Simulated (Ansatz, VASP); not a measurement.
## Two plane-wave programs on Be

```xyz
2
Lattice="2.2853 0.0000 0.0000 -1.1426 1.9791 0.0000 0.0000 0.0000 3.5842" Properties=species:S:1:pos:R:3 pbc="T T T"
Be    0.0000    1.3194    0.8961
Be    1.1427    0.6597    2.6882
```

Alike in both runs: task single point; functional LDA; k mesh 9 × 9 × 6; occupations gaussian, width 0.1 eV; no spin polarisation.

|  | VASP | Ansatz |
| --- | --- | --- |
| version | VASP 6.6.1 | Ansatz 0.2.0 |
| potentials or method | VASP PAW LDA potentials, release 64 (Be) | scalar-relativistic, plane waves, PAW |
| plane-wave cutoff (eV) | 520 | 420 |
| valence electrons in the cell | 4 | 4 |

```csv
,VASP,Ansatz,Ansatz less VASP
gap on the k mesh at the Fermi level (eV),none,none,-
pressure (GPa),-8.0,-8.3,-0.37
largest component of the traceless stress (GPa),1.68,1.68,+0.006
```

A gap of «none» marks a metal or a gap that the smearing closes.
